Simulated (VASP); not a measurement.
Wanted: the native input for a VASP 6.6.1 run.

- Task: single point
- Functional: HSE06
- Potentials or basis: VASP PAW PBE potentials, release 64 (Pt, Te)
- Cutoff: 450 eV
- k mesh: 4 × 4 × 3
- Occupations: gaussian, width 0.05 eV
- Spin: collinear spin, ferromagnetic start
- Starting moments: [0.5, 0.5, 0.0, 0.0] μB
- Grid for exact exchange (PRECFOCK): Fast
- Screening parameter: 0.2 1/A
- Further INCAR settings: ALGO = Normal; EDIFF = 1e-07

Crystal: TePt.

```
CELL_PARAMETERS angstrom
4.11100 0.00000 0.00000
-2.05550 3.56023 0.00000
0.00000 0.00000 5.44600
ATOMIC_POSITIONS crystal
Pt 0.00000 0.00000 0.00000
Pt 0.00000 0.00000 0.50000
Te 0.33333 0.66667 0.25000
Te 0.66667 0.33333 0.75000
```

Measurements of this composition are mostly on another form, of space group No. 166.

These files were run (other wordings do the same):

POSCAR

```
TePt
1.0
    4.1109992400      0.0000000000      0.0000000000
   -2.0554996200      3.5602297800      0.0000000000
    0.0000000000      0.0000000000      5.4459992500
Pt Te
2 2
Direct
    0.0000000000      0.0000000000      0.0000000000
    0.0000000000      0.0000000000      0.5000000000
    0.3333333333      0.6666666667      0.2500000000
    0.6666666667      0.3333333333      0.7500000000
```

INCAR.step1

```
  ALGO = Normal
  EDIFF = 1E-5
  ENCUT = 450
  GGA = PE
  ISIF = 2
  ISMEAR = 0
  ISPIN = 2
  LASPH = True
  LCHARG = False
  LMAXMIX = 4
  LORBIT = 11
  LREAL = False
  LWAVE = True
  MAGMOM = 0.5 0.5 0 0
  NELM = 100
  PREC = Accurate
  SIGMA = 0.05
```

INCAR.step2

```
  ALGO = Normal
  EDIFF = 1E-7
  ENCUT = 450
  GGA = PE
  HFSCREEN = 0.2
  ISIF = 2
  ISMEAR = 0
  ISPIN = 2
  ISTART = 1
  LASPH = True
  LCHARG = False
  LHFCALC = True
  LMAXMIX = 4
  LORBIT = 11
  LREAL = False
  LWAVE = False
  MAGMOM = 0.5 0.5 0 0
  NELM = 100
  PREC = Accurate
  PRECFOCK = Fast
  SIGMA = 0.05
```

KPOINTS

```
k-points
0
Gamma
  4 4 3
```

Potentials or basis: VASP PAW PBE potentials, release 64 (Pt, Te).

Run with:

```bash
$ cat potpaw_PBE.64/Pt/POTCAR potpaw_PBE.64/Te/POTCAR > POTCAR
$ cp INCAR.step1 INCAR
$ mpirun -np 1 vasp_std > vasp.out
$ cp INCAR.step2 INCAR
$ mpirun -np 1 vasp_std > vasp.out
```

It gave:

```
Pressure                                              : 12.7 GPa
Band gap on the k mesh                                : none (metal or under the smearing width)
Net moment                                            : 0.00 μB per cell
Valence electrons inside the program's atomic spheres : Pt 9.61; Te 3.41
```

Caveat: the k mesh is coarse (spacing up to 0.44 Å⁻¹), so the values aren't converged, least of all with exact exchange; the PAW data sets were made with another functional, which shifts forces and pressure a little.

It took 17 min on 1 thread of Intel(R) Xeon(R) Platinum 8488C (Sapphire Rapids) (shared host), peak memory 0.31 GiB.
